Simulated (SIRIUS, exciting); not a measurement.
This is a calculation of Y for SIRIUS 7.12.0. 

File sirius.json:

```json
{
  "control": {
    "processing_unit": "cpu",
    "std_evp_solver_name": "lapack",
    "gen_evp_solver_name": "lapack",
    "verbosity": 2,
    "print_forces": true,
    "ortho_rf": true,
    "use_second_variation": true,
    "rmt_max": 3.0,
    "num_bands_to_print": 24,
    "save_wf": true
  },
  "parameters": {
    "electronic_structure_method": "full_potential_lapwlo",
    "xc_functionals": ["XC_GGA_X_PBE_SOL", "XC_GGA_C_PBE_SOL"],
    "core_relativity": "dirac",
    "valence_relativity": "iora",
    "num_fv_states": 32,
    "smearing": "fermi_dirac",
    "smearing_width": 0.0018374661,
    "pw_cutoff": 20,
    "gk_cutoff": 3.46,
    "lmax_apw": 10,
    "lmax_rho": 8,
    "lmax_pot": 8,
    "num_mag_dims": 0,
    "auto_rmt": 0,
    "ngridk": [8, 8, 5],
    "shiftk": [0, 0, 0],
    "num_dft_iter": 80,
    "energy_tol": 1e-07,
    "density_tol": 1e-05,
    "use_symmetry": true
  },
  "settings": {"tol_ne": 1e-10},
  "iterative_solver": {"type": "exact"},
  "mixer": {"type": "anderson", "beta": 0.5, "max_history": 8},
  "unit_cell": {
    "lattice_vectors": [[6.892587067, 0.0, 0.0], [-3.4462935335, 5.9691554979, 0.0], [0.0, 0.0, 10.8292645298]],
    "atom_types": ["Y"],
    "atom_files": {"Y": "Y.json"},
    "atoms": {"Y": [[0.6666666667, 0.3333333333, 0.75], [0.3333333333, 0.6666666667, 0.25]]}
  }
}
```

Potentials or basis: all-electron FP-LAPW, apw+lo standard.

Run with:

```bash
$ OMP_NUM_THREADS=1 sirius.scf --input=sirius_start.json --output=start.json
$ OMP_NUM_THREADS=1 sirius.scf --input=sirius.json --output=output.json --task=1
```

Task: Translate it to exciting (release sodium). Potentials or basis there: all-electron LAPW+lo, shipped species files, valence relativity iora*.

Result: As run (cutoffs and basis follow the program's own potentials, and thresholds, step limits or extra output files can differ):

The input input.xml:

```xml
<input>
  <title>Y</title>
  <structure speciespath="./" tshift="false">
    <crystal scale="1">
      <basevect>6.892587066960 0.000000000000 0.000000000000</basevect>
      <basevect>-3.446293533480 5.969155497853 0.000000000000</basevect>
      <basevect>0.000000000000 0.000000000000 10.829264529780</basevect>
    </crystal>
    <species speciesfile="Y.xml" rmt="2.3">
      <atom coord="0.666666666700 0.333333333300 0.750000000000"/>
      <atom coord="0.333333333300 0.666666666700 0.250000000000"/>
    </species>
  </structure>
  <groundstate do="fromscratch" ngridk="8 8 5" rgkmax="9" gmaxvr="14" lmaxapw="10" lmaxmat="10" lmaxvr="8" xctype="GGA_PBE_SOL" stype="Fermi Dirac" swidth="0.00183747" nempty="18" ValenceRelativity="iora*" epsengy="1e-05" epspot="1e-05" maxscl="60" tforce="true" outputlevel="normal"/>
</input>
```

Potentials or basis: all-electron LAPW+lo, shipped species files, valence relativity iora*.

Launch:

```bash
$ OMP_NUM_THREADS=1 exciting_smp
```

Both were run:

|  | SIRIUS | exciting |
| --- | --- | --- |
| All electrons inside the program's atomic spheres | Y 36.67 (radii Y 2.54 bohr) | Y 36.22 (radii Y 2.3 bohr) |
